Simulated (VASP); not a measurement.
A run of VASP 6.6.1 is set up as follows.

Contents of INCAR:

```
SYSTEM = PtS2
PREC = Accurate ; ENCUT = 520
EDIFF = 1E-6 ; ISMEAR = 0
SIGMA = 0.05 ; LREAL = .FALSE.
LASPH = .TRUE. ; NELM = 80
ALGO = Normal ; ISIF = 2
LWAVE = .FALSE. ; LCHARG = .FALSE.
ISPIN = 2 ; MAGMOM = 0.5 0 0
LORBIT = 11 ; LMAXMIX = 4
LDAU = .TRUE. ; LDAUTYPE = 2
LDAUL = 2 -1 ; LDAUU = 5 0
LDAUJ = 0 0 ; LDAUPRINT = 1
```

KPOINTS

```
Automatic mesh
0
G
  6 6 4
  0 0 0
```

POSCAR

```
PtS2
1.0
    3.1165126000     -1.9104842100      0.0000000000
    3.1165126000      1.9104842100      0.0000000000
   -0.0030682400      0.0000000000      4.3949362900
Pt S
1 2
Direct
    0.0000000000      0.0000000000      0.0000000000
    0.6879000000      0.6879000000      0.2889000000
    0.3121000000      0.3121000000      0.7111000000
```

Potentials or basis: VASP PAW LDA potentials, release 64 (Pt, S).

Launch:

```console
$ cat potpaw_LDA.64/Pt/POTCAR potpaw_LDA.64/S/POTCAR > POTCAR
$ mpirun -np 1 vasp_std > vasp.out
```

Q: Predict the pressure.

A: -14.8 GPa.

Q: Predict the band gap on the k mesh.

A: None (metal or under the smearing width).

Q: Estimate the net moment.

A: 0.00 μB per cell.

Forces on the atoms (eV/Å):
```
Pt   0.000  0.000  0.000
S   -0.666  0.000 -1.216
S    0.666  0.000  1.216
```

Caveat: forces of over 1 eV/Å show positions far from the minimum, so gaps and moduli don't describe the material at rest. Spin-orbit coupling is left out, which matters for the levels of Pt.
